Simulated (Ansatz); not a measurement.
# CHF3: the cost of one run

Computed with the Python package of Ansatz 0.2.0. Level of theory: PBE+D4/6-31G*.

## (1) Starting point

Bond lengths: F1–C2 1.350 Å, C2–F3 1.350 Å, C2–F4 1.350 Å, C2–H5 1.093 Å. Angles: F1–C2–F3 107.9°, F1–C2–F4 107.9°, F1–C2–H5 111.0°, F3–C2–F4 107.9°, F3–C2–H5 111.0°, F4–C2–H5 111.0°.

The script holds or builds the structure itself.

## (2) Script

File chf3_opt.py:

```python
# -*- coding: utf-8 -*-
"""Minimum-energy structure of CHF3."""

import itertools

import ansatz as az
from ase import Atoms
from ase.data import atomic_numbers, covalent_radii
import numpy as np

atoms = Atoms(["F", "C", "F", "F", "H"], positions=[
    (1.1063, -0.6199, -0.3877),
    (0.0015, 0.0057, 0.0715),
    (-1.0746, -0.7009, -0.3352),
    (-0.0577, 1.2229, -0.5094),
    (0.0245, 0.0921, 1.1607),
])
geometry = az.Crystal.molecule_from_ase(atoms)

calculation = geometry.calculation().basis(gaussian="6-31G*").functional("PBE", dispersion="d4")
symbols = [site.symbol for site in geometry.cartesian_sites]
start = np.array([site.position_ang for site in geometry.cartesian_sites], dtype=float)
def progress(event):
    if event["event"] == "relax_step":
        row = event["data"]
        print(f"step {row['step']:3d}  E = {row['lagrangian_ev']:.6f} eV  largest force component {row['allowed_force_max_ev_ang']:.4f} eV/A")


report = calculation.relax(force_tolerance=0.02).session().plan().execute(on_event=progress).report
end = np.array(report["positions_ang"])

print("reference energy %16.6f eV" % report["reference_energy_ev"])
print("total energy     %16.6f eV" % report["free_energy_ev"])
print("occupied orbitals outside the frozen core (up, down):", report["n_occupied"], " frozen:", report["n_frozen"], " virtual:", report["n_virtual"])

# pairs closer than 1.2 times the sum of covalent radii, before or after
radius = [covalent_radii[atomic_numbers[s]] for s in symbols]
span = lambda where, i, j: np.linalg.norm(where[i] - where[j])
bonded = [(i, j) for i, j in itertools.combinations(range(len(symbols)), 2) if min(span(start, i, j), span(end, i, j)) < 1.2 * (radius[i] + radius[j])]
print("pair        before    after (A)")
for i, j in bonded:
    print(f"{symbols[i]}{i}-{symbols[j]}{j}".ljust(10), f"{span(start, i, j):8.4f} {span(end, i, j):8.4f}")
for first, second in list(itertools.combinations(bonded, 2)):
    shared = set(first) & set(second)
    if shared and symbols[(j := shared.pop())] != "H":
        i, k = sorted((set(first) | set(second)) - {j})
        u, v = end[i] - end[j], end[k] - end[j]
        angle = np.degrees(np.arccos(np.clip(u @ v / np.linalg.norm(u) / np.linalg.norm(v), -1, 1)))
        print(f"final angle {symbols[i]}{i}-{symbols[j]}{j}-{symbols[k]}{k}: {angle:.2f} deg")

charges = report["charge_distribution"]
dipole = np.array(charges["dipole_moment_e_ang"]) * 4.803205
print("dipole (D): {:.3f} {:.3f} {:.3f}, length {:.3f}".format(*dipole, np.linalg.norm(dipole)))
print("atom  Mulliken   Lowdin")
for symbol, m, l in zip(symbols, charges["mulliken_charges_e"], charges["lowdin_charges_e"]):
    print(f"{symbol:4s} {m:9.3f} {l:8.3f}")
with open("chf3_opt.xyz", "w") as handle:
    handle.write(f"{len(symbols)}\nrelaxed CHF3\n")
    handle.writelines(f"{s:2s} {x:11.6f} {y:11.6f} {z:11.6f}\n" for s, (x, y, z) in zip(symbols, end))
```

## (3) Running it

Started as:

```sh
> python chf3_opt.py
```

**Question.** How long does this script take on 1 thread of Intel Xeon 6975P-C (Granite Rapids), shared host, and how much memory does it need?

About 2.7 s, with a peak of 0.19 GiB.
